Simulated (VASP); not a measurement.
## CrO2: single point with r2SCAN+U

Crystal: CrO2.

```
Cr O
1.0
     2.77988    0.00000    0.00000
    -1.38994    2.40745    0.00000
     0.00000    0.00000    4.48452
Cr O
1 2
Cartesian
  0.0000 0.0000 0.0000
  0.0000 1.6050 1.1301
  1.3899 0.8025 3.3544
```

Measurements of this composition are mostly on another form, of space group No. 136.

```json
{
 "Program": "VASP 6.6.1",
 "Task": "single point",
 "Functional": "r2SCAN",
 "Potentials or basis": "VASP PAW PBE potentials, release 64 (Cr_pv, O)",
 "Cutoff": "520 eV",
 "k mesh": "8 × 8 × 4",
 "Occupations": "gaussian, width 0.05 eV",
 "Spin": "collinear spin, zero start",
 "Starting moments": "[0.0, 0.0, 0.0] μB",
 "Hubbard terms": "Cr d U = 7 eV"
}
```

The pressure is -4.8 GPa and the largest force is 2.066 eV/Å. The band gap on the k mesh is none (metal or under the smearing width), the net moment is 0.00 μB per cell and the valence electrons inside the program's atomic spheres are Cr 11.00; O 4.98.

Forces in eV/Å, atoms in the order of the input:
```
Cr   0.000  0.000  0.000
O    0.000  0.000 -2.066
O    0.000  0.000  2.066
```

Stress tensor (GPa, compression positive):
```
  1.60   0.00   0.00
  0.00   1.60   0.00
  0.00   0.00 -17.76
```

Levels at points of the mesh, in eV from the Fermi level:
Spin up:
```csv
k point,band 10,band 11,band 12,band 13,band 14,band 15
"(0.00, 0.00, 0.00)",-1.50,-1.07,-1.07,-0.80,2.13,3.22
"(0.50, 0.00, 0.00)",-2.96,-2.35,-0.57,0.63,2.18,3.51
"(0.00, 0.00, 0.50)",-1.51,-1.51,-1.23,-1.23,2.13,3.50
"(0.50, 0.00, 0.50)",-2.02,-1.72,-0.68,0.58,2.18,3.55
```
Spin down:
```csv
k point,band 10,band 11,band 12,band 13,band 14,band 15
"(0.00, 0.00, 0.00)",-1.49,-1.07,-1.07,-0.80,2.14,3.22
"(0.50, 0.00, 0.00)",-2.96,-2.35,-0.56,0.63,2.18,3.51
"(0.00, 0.00, 0.50)",-1.49,-1.49,-1.23,-1.23,2.14,3.50
"(0.50, 0.00, 0.50)",-2.02,-1.72,-0.68,0.59,2.18,3.54
```

Eigenvalues of the final occupation matrices:
```
    site  spin  trace               eigenvalues
site 1 d     1   1.97  0.10 0.29 0.29 0.65 0.65
site 1 d     2   1.97  0.10 0.29 0.29 0.65 0.65
```

Run time: 4.8 min on 1 thread of Intel(R) Xeon(R) Platinum 8488C (Sapphire Rapids), on a shared host, peak memory 0.2 GiB.

Caveat: the PAW data sets were made with another functional, which shifts forces and pressure a little.
